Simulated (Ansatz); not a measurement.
InP in the zincblende structure, relaxed with r2SCAN in Ansatz 0.2.0: it is cubic, F-43m (No. 216); a = 5.908 Å in the conventional setting, 25.77 Å³ an atom. Around In lie 4 P at 2.56 Å; around P lie 4 In at 2.56 Å. The primitive cell holds 2 atoms in 51.54 Å³. No magnetic order and no zero-point or thermal motion.

Computed values: Without spin-orbit coupling PBE's valence top is a threefold level at Γ and the gap is 0.586 eV; with it the level splits into four states above two, Δ₀ = 0.099 eV apart. HSE06 (6×6×6) gives a least gap of 1.36 eV, direct. r2SCAN's ε∞ is 9.73.

Problem. What is the density?

Solution. The cell holds 1 In, 1 P: M = 1×114.818 + 1×30.974 = 145.79 u in V = 51.54 Å³. ρ = 1.66054 × M/V = 1.66054 × 145.79/51.54 = 4.697 g/cm³, for the static r2SCAN lattice.

Problem. If the centre of gravity stays and the conduction band doesn't move, what gap follows with spin-orbit coupling?

Solution. The fourfold level rises by Δ₀/3 = 0.033 eV and the twofold one falls by 2Δ₀/3, so E_g ≈ 0.586 − 0.033 = 0.553 eV. The PBE+SOC run gives 0.558 eV, +0.005 eV from the estimate.

Problem. At what wavelength does absorption set in by HSE06, excitons left aside?

Solution. λ = 1239.84 eV nm/E: 912 nm for the least gap. That lies in the infrared.

Problem. What refractive index and reflectivity at normal incidence follow, below the gap and above the phonons?

Solution. n = √9.73 = 3.119; R = ((n − 1)/(n + 1))² = (2.119/4.119)² = 26.5 % a face.

Only the levels marked +SOC include spin-orbit coupling.

The meshes of the hybrids are coarse, so their gaps aren't converged to the digits shown.
